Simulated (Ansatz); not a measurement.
# Dielectric response of BN (110) films, part 2 of 3

How well do thin zincblende BN (110) films screen a perpendicular field?

Ansatz 0.2.0; plane-wave DFT, PBEsol, Ansatz PAW.

So far. Step 13 (Atoms held, 16 atoms, units 8, field -0.05 V/Å): The dipole is -0.0225 e·Å, and the gap on the mesh 2.351 eV.

## (14) Response with the atoms held, 16 atoms, units 8

This step: plane-wave DFT, PBEsol, Ansatz PAW; response to a field along the normal, atoms held (Ansatz 0.2.0).

Local field over the applied field, running mean. From the potentials at -0.05 and 0.05 V/Å; running mean over 1.278 Å, taken twice. Local field over applied field against z:

```
z (Å)  local field over applied field
  4.5                           1.000
  5.0                           0.999
  5.5                           0.997
  6.0                           0.991
  6.5                           0.971
  7.0                           0.919
  7.5                           0.805
  8.0                           0.625
  8.5                           0.418
  9.0                           0.254
  9.5                           0.178
 10.0                           0.172
 10.5                           0.188
 11.0                           0.198
 11.5                           0.200
 12.0                           0.201
 12.5                           0.204
 13.0                           0.208
 13.5                           0.209
 14.0                           0.208
 14.5                           0.204
 15.0                           0.200
 15.5                           0.199
 16.0                           0.197
 16.5                           0.187
 17.0                           0.171
 17.5                           0.182
 18.0                           0.268
 18.5                           0.439
 19.0                           0.647
 19.5                           0.822
 20.0                           0.927
 20.5                           0.975
 21.0                           0.992
 21.5                           0.997
 22.0                           0.999
 22.5                           1.000
```

The induced dipole is that of a conductor 8.83 Å thick.

## (15) Relaxation, 24 atoms, units 12

This step: plane-wave DFT, PBEsol, Ansatz PAW (Ansatz 0.2.0).

System of this step: BN (110), 12 units. The cell holds 24 atoms: 12 B and 12 N. Its edges and angles: a = 2.556 Å, b = 3.615 Å, c = 32.059 Å, α = 90.0°, β = 90.0°, γ = 90.0°. It derives from BN (zincblende BN). Vacuum lies along c.

input.yaml reads:

```yaml
crystal:
  lattice:
    - [2.55619101, 0.0, 0.0]
    - [0.0, 3.615, 0.0]
    - [0.0, 0.0, 32.0590505769]
  atoms:
    - { symbol: B, position: [0.5, 0.5, 0.2807319567] }
    - { symbol: "N", position: [0.0, 0.75, 0.2807319567] }
    - { symbol: B, position: [0.0, 0.0, 0.3205988737] }
    - { symbol: "N", position: [0.5, 0.25, 0.3205988737] }
    - { symbol: B, position: [0.5, 0.5, 0.3604657907] }
    - { symbol: "N", position: [0.0, 0.75, 0.3604657907] }
    - { symbol: B, position: [0.0, 0.0, 0.4003327076] }
    - { symbol: "N", position: [0.5, 0.25, 0.4003327076] }
    - { symbol: B, position: [0.5, 0.5, 0.4401996246] }
    - { symbol: "N", position: [0.0, 0.75, 0.4401996246] }
    - { symbol: B, position: [0.0, 0.0, 0.4800665415] }
    - { symbol: "N", position: [0.5, 0.25, 0.4800665415] }
    - { symbol: B, position: [0.5, 0.5, 0.5199334585] }
    - { symbol: "N", position: [0.0, 0.75, 0.5199334585] }
    - { symbol: B, position: [0.0, 0.0, 0.5598003754] }
    - { symbol: "N", position: [0.5, 0.25, 0.5598003754] }
    - { symbol: B, position: [0.5, 0.5, 0.5996672924] }
    - { symbol: "N", position: [0.0, 0.75, 0.5996672924] }
    - { symbol: B, position: [0.0, 0.0, 0.6395342093] }
    - { symbol: "N", position: [0.5, 0.25, 0.6395342093] }
    - { symbol: B, position: [0.5, 0.5, 0.6794011263] }
    - { symbol: "N", position: [0.0, 0.75, 0.6794011263] }
    - { symbol: B, position: [0.0, 0.0, 0.7192680433] }
    - { symbol: "N", position: [0.5, 0.25, 0.7192680433] }
kpoints:
  mp_grid: { grid: [10, 8, 1] }
hamiltonian:
  xc: pbesol
scf:
  occupations: { method: fixed }
  convergence: { dr2_threshold: 1.0e-09 }
efield:
  axis: 3
  dipole_correction: true
  ramp_position: 0.97
  ramp_width: 0.06
relax:
  f_tol: 0.003
  max_steps: 100
output:
  write_potential: true
  write_density: true
  volumetric_format: npy
```

Command:

```console
$ ansatz run input.yaml --threads 4 --pin off --max-ram 6144MiB --backend cpu --events-out ev --progress --plain --runs-dir out
```

Run time: 1.7 min. Hardware: 4 threads of Arm Neoverse V2, shared host; peak memory 1 GiB.

Step by step:

```
step  energy less that of the first step (eV)  largest force component (eV/Å)
   1                                   0.0000                          4.8996
   2                                  -1.6983                          2.4748
   3                                  -1.7556                          1.4355
   4                                  -2.1039                          0.4642
   5                                  -2.1354                          0.0635
   6                                  -2.1348                          0.1117
   7                                  -2.1358                          0.0014
```

Relaxation step 6 was tried and not accepted.

Forces are held to the 2 operations that the run works with; a distortion that breaks them can't arise in this run.

The atoms that moved most (Å):

| atom | dx | dy | dz | length |
| --- | --- | --- | --- | --- |
| B23 | 0.000 | 0.175 | -0.242 | 0.298 |
| B1 | 0.000 | 0.175 | 0.242 | 0.298 |
| N2 | 0.000 | -0.065 | 0.028 | 0.071 |
| N24 | 0.000 | -0.065 | -0.028 | 0.071 |
| B21 | 0.000 | -0.002 | 0.036 | 0.036 |
| B3 | 0.000 | -0.002 | -0.036 | 0.036 |
| N4 | 0.000 | -0.029 | -0.013 | 0.032 |
| N22 | 0.000 | -0.029 | 0.013 | 0.032 |

The relaxed structure:

```cif
data_structure
_symmetry_space_group_name_H-M 'P 1'
_symmetry_Int_Tables_number 1
_cell_length_a 2.5562
_cell_length_b 3.6150
_cell_length_c 32.0591
_cell_angle_alpha 90.000
_cell_angle_beta 90.000
_cell_angle_gamma 90.000
_cell_volume 296.25
loop_
_atom_site_label
_atom_site_type_symbol
_atom_site_fract_x
_atom_site_fract_y
_atom_site_fract_z
_atom_site_occupancy
B1 B 0.50000 0.54842 0.28827 1
N2 N 0.00000 0.73203 0.28160 1
B3 B 0.00000 0.99939 0.31947 1
N4 N 0.50000 0.24194 0.32020 1
B5 B 0.50000 0.49894 0.36127 1
N6 N 0.00000 0.74800 0.36096 1
B7 B 0.00000 0.99661 0.40056 1
N8 N 0.50000 0.24658 0.40058 1
B9 B 0.50000 0.49720 0.44040 1
N10 N 0.00000 0.74699 0.44042 1
B11 B 0.00000 0.99698 0.48013 1
N12 N 0.50000 0.24690 0.48011 1
B13 B 0.50000 0.49698 0.51987 1
N14 N 0.00000 0.74690 0.51989 1
B15 B 0.00000 0.99720 0.55960 1
N16 N 0.50000 0.24699 0.55958 1
B17 B 0.50000 0.49661 0.59944 1
N18 N 0.00000 0.74658 0.59942 1
B19 B 0.00000 0.99894 0.63873 1
N20 N 0.50000 0.24800 0.63904 1
B21 B 0.50000 0.49939 0.68053 1
N22 N 0.00000 0.74194 0.67980 1
B23 B 0.00000 0.04842 0.71173 1
N24 N 0.50000 0.23203 0.71840 1
```

Running mean over 1.278 Å of the planar mean; the ramp of the sawtooth is left out. Table of electron's electrostatic potential energy less the highest filled level by z:

z (Å), electron's electrostatic potential energy less the highest filled level (eV) and a bar from the least value:
```
        4        6.7 ##############################
        5        6.7 ##############################
        6        6.7 ##############################
        7        6.6 ##############################
        8        4.6 ##########################
        9       -7.1 ######
       10      -10.8 
       11       -8.9 ###
       12       -9.5 ##
       13       -9.4 ##
       14       -9.4 ##
       15       -9.4 ##
       16       -9.4 ##
       17       -9.4 ##
       18       -9.4 ##
       19       -9.4 ##
       20       -9.5 ##
       21       -8.9 ###
       22      -10.7 
       23       -7.6 #####
       24        4.1 ##########################
       25        6.6 ##############################
       26        6.7 ##############################
       27        6.7 ##############################
       28        6.7 ##############################
```

The relaxation took 7 steps and lowered the energy by 2.1 eV; the largest force on the free atoms ends at 0.0014 eV/Å.

The gap is 2.44 eV, with the valence edge 6.72 eV and the conduction edge 4.28 eV under the upper vacuum level.

## (16) Comparing the runs

Times are for 4 threads of Arm Neoverse V2, shared host. The series side by side:

```
no.  units  gap by band count (eV)  ionisation energy, upper face (eV)  electron affinity, upper face (eV)     time  memory (GiB)
  1      5                   2.120                               6.555                               4.434     23 s          0.53
  2      8                   2.396                               6.674                               4.278     48 s          0.73
  3     12                   2.441                               6.723                               4.283  1.7 min          1.00
```

The valence density, planar mean (5) oscillates, so the rows of the table below give means over windows of 1.23 Å about each position, cut where the curve ends. Its maxima inside the range that stand out by 2 % of the span (Å: e/Å³): 9.1: 0.764, 10.3: 0.792, 11.6: 0.764, 12.9: 0.792, 14.0: 0.764. Its minima: 9.7: 0.645, 10.8: 0.556, 12.3: 0.556, 13.4: 0.645.

The runs together. Valence density, planar mean against z; means over each step:

| z (Å) | 5 (e/Å³) | 8 (e/Å³) | 12 (e/Å³) |
| --- | --- | --- | --- |
| 5.54 | 4.1e-5 | 4.0e-5 | 3.9e-5 |
| 6.77 | 0.00206 | 0.00205 | 0.00199 |
| 8.00 | 0.122 | 0.121 | 0.118 |
| 9.22 | 0.673 | 0.673 | 0.671 |
| 10.46 | 0.687 | 0.687 | 0.686 |
| 11.69 | 0.668 | 0.679 | 0.679 |
| 12.92 | 0.707 | 0.682 | 0.683 |
| 14.14 | 0.604 | 0.684 | 0.682 |
| 15.38 | 0.0539 | 0.676 | 0.683 |
| 16.61 | 9.0e-4 | 0.696 | 0.683 |
| 17.83 | 1.8e-5 | 0.646 | 0.682 |
| 19.06 | 0 | 0.0849 | 0.682 |
| 20.29 | 0 | 0.00139 | 0.680 |
| 21.52 | 0 | 2.8e-5 | 0.679 |
| 22.75 | 0 | 9.7e-7 | 0.701 |

## (17) Single point on the relaxed film, 24 atoms, units 12

input.yaml reads:

```yaml
crystal:
  lattice:
    - [2.55619101, 0.0, 0.0]
    - [0.0, 3.615, 0.0]
    - [0.0, 0.0, 32.0590505769]
  atoms:
    - { symbol: B, position: [0.5, 0.5484177721, 0.2882676689] }
    - { symbol: "N", position: [0.0, 0.7320334282, 0.2816014077] }
    - { symbol: B, position: [0.0, -0.0006064153, 0.3194728081] }
    - { symbol: "N", position: [0.5, 0.2419433619, 0.3202043397] }
    - { symbol: B, position: [0.5, 0.4989433678, 0.36126976] }
    - { symbol: "N", position: [0.0, 0.7479985996, 0.3609617404] }
    - { symbol: B, position: [0.0, -0.0033902124, 0.4005567823] }
    - { symbol: "N", position: [0.5, 0.2465838773, 0.4005761697] }
    - { symbol: B, position: [0.5, 0.4971984229, 0.4404004028] }
    - { symbol: "N", position: [0.0, 0.7469946929, 0.4404151423] }
    - { symbol: B, position: [0.0, -0.0030194763, 0.4801314168] }
    - { symbol: "N", position: [0.5, 0.2469024831, 0.4801085328] }
    - { symbol: B, position: [0.5, 0.4969805267, 0.5198685834] }
    - { symbol: "N", position: [0.0, 0.7469024854, 0.5198914667] }
    - { symbol: B, position: [0.0, -0.0028015698, 0.5595995973] }
    - { symbol: "N", position: [0.5, 0.2469947008, 0.559584857] }
    - { symbol: B, position: [0.5, 0.4966098018, 0.5994432179] }
    - { symbol: "N", position: [0.0, 0.7465838912, 0.5994238295] }
    - { symbol: B, position: [0.0, -0.0010566114, 0.6387302402] }
    - { symbol: "N", position: [0.5, 0.2479986197, 0.6390382592] }
    - { symbol: B, position: [0.5, 0.499393607, 0.6805271923] }
    - { symbol: "N", position: [0.0, 0.7419433861, 0.6797956603] }
    - { symbol: B, position: [0.0, 0.0484178028, 0.711732332] }
    - { symbol: "N", position: [0.5, 0.232033458, 0.7183985928] }
kpoints:
  mp_grid: { grid: [10, 8, 1] }
hamiltonian:
  xc: pbesol
scf:
  occupations: { method: fixed }
  convergence: { dr2_threshold: 1.0e-09 }
efield:
  axis: 3
  dipole_correction: true
  ramp_position: 0.97
  ramp_width: 0.06
output:
  eigenvalues: true
  dos: { projected: true, e_range: [-7, 7] }
  write_potential: true
  write_density: true
  volumetric_format: npy
checkpoint:
  write: end12.run
  compress: false
  write_wavefunctions: false
```

Elapsed: 30 s, on 4 threads; peak memory 1.1 GiB.

Running mean over 1.278 Å of the planar mean; the ramp of the sawtooth is left out. Table of electron's electrostatic potential energy less the highest filled level by z:

```
z (Å)  electron's electrostatic potential energy less the highest filled level (eV)
    4                                                                          6.72
    5                                                                          6.72
    6                                                                          6.72
    7                                                                          6.65
    8                                                                          4.62
    9                                                                         -7.14
   10                                                                         -10.8
   11                                                                         -8.86
   12                                                                         -9.47
   13                                                                         -9.40
   14                                                                         -9.38
   15                                                                         -9.42
   16                                                                         -9.42
   17                                                                         -9.42
   18                                                                         -9.39
   19                                                                         -9.39
   20                                                                         -9.48
   21                                                                         -8.87
   22                                                                         -10.7
   23                                                                         -7.65
   24                                                                          4.13
   25                                                                          6.63
   26                                                                          6.72
   27                                                                          6.72
   28                                                                          6.72
```

The gap is 2.44 eV, with the valence edge 6.72 eV and the conduction edge 4.28 eV under the upper vacuum level.

## (18) Single point, 24 atoms, units 12, field 0.05 V/Å

Edit input.yaml of step 17 so:

```diff
@@ -36,3 +36,3 @@
   occupations: { method: fixed }
-  convergence: { dr2_threshold: 1.0e-09 }
+  convergence: { dr2_threshold: 1.0e-10 }
 efield:
@@ -42,5 +42,4 @@
   ramp_width: 0.06
+  amplitude: 0.05
 output:
-  eigenvalues: true
-  dos: { projected: true, e_range: [-7, 7] }
   write_potential: true
@@ -48,5 +47 @@
   volumetric_format: npy
-checkpoint:
-  write: end12.run
-  compress: false
-  write_wavefunctions: false
```

Wall time 33 s (4 threads); peak memory 1.1 GiB; 2.2 min of CPU time.

The dipole is 0.0327 e·Å, and the gap on the mesh 2.336 eV.

## (19) Atoms held, 24 atoms, units 12, field -0.05 V/Å

Edit input.yaml of step 18 so:

```diff
@@ -42,3 +42,3 @@
   ramp_width: 0.06
-  amplitude: 0.05
+  amplitude: -0.05
 output:
```

The job ended after 33 s (4 threads; peak memory 1.1 GiB).

The dipole is -0.0327 e·Å, and the gap on the mesh 2.336 eV.

## (20) Response with the atoms held, 24 atoms, units 12

This step: plane-wave DFT, PBEsol, Ansatz PAW; response to a field along the normal, atoms held (Ansatz 0.2.0).

Local field over the applied field, running mean. From the potentials at -0.05 and 0.05 V/Å; running mean over 1.278 Å, taken twice. Table of local field over applied field by z:

z (Å), local field over applied field and a bar from the least value:
```
        5      0.999 ##############################
        6      0.991 ##############################
        7      0.920 ###########################
        8      0.628 #################
        9      0.257 ###
       10      0.173 
       11      0.199 #
       12      0.203 #
       13      0.211 #
       14      0.214 ##
       15      0.215 ##
       16      0.215 ##
       17      0.215 ##
       18      0.214 ##
       19      0.211 #
       20      0.203 #
       21      0.199 #
       22      0.174 
       23      0.243 ###
       24      0.604 ################
       25      0.911 ###########################
       26      0.990 ##############################
       27      0.999 ##############################
```

The induced dipole is that of a conductor 12.81 Å thick.

## (21) Relaxing in the field, 24 atoms, units 12, field 0.05 V/Å

This step: plane-wave DFT, PBEsol, Ansatz PAW (Ansatz 0.2.0).

The same pair of relaxations in the field for this thickness.

Edit input.yaml of step 19 so:

```diff
@@ -42,3 +42,6 @@
   ramp_width: 0.06
-  amplitude: -0.05
+  amplitude: 0.05
+relax:
+  f_tol: 0.0006
+  max_steps: 70
 output:
```

The job ended after 67 s (4 threads; peak memory 0.97 GiB).

Hardly anything moved in the relaxation; the energy changed by under 0.2 meV an atom.

The relaxation took 4 steps and lowered the energy by 8.0e-5 eV; the largest force on the free atoms ends at 4.5e-4 eV/Å.

The dipole is 0.0359 e·Å, and the gap on the mesh 2.379 eV.

## (22) Relaxing in the field, 24 atoms, units 12, field -0.05 V/Å

Edit input.yaml of step 21 so:

```diff
@@ -42,3 +42,3 @@
   ramp_width: 0.06
-  amplitude: 0.05
+  amplitude: -0.05
 relax:
```

It took 67 s on 4 threads; peak memory 0.98 GiB.

Hardly anything moved in the relaxation; the energy changed by under 0.2 meV an atom.

The relaxation took 4 steps and lowered the energy by 8.0e-5 eV; the largest force on the free atoms ends at 4.5e-4 eV/Å.

The dipole is -0.0359 e·Å, and the gap on the mesh 2.379 eV.

(Part 2 of 3 ends here.)

[Logs are printed without paths, hosts, clocks, repeated set-up lines and the standing remarks that a program may print on its own settings, such as how far it seeks lower states.]

[Hosts, paths, dates, database ids (printed as entryN), source tags and the programs' standing remarks are cut or masked in the printed files.]

[Maps of the electrostatic potential energy from Ansatz leave out the sawtooth potential of an applied field or a dipole correction, so their vacuum need not be flat; planar profiles and work functions include it.]
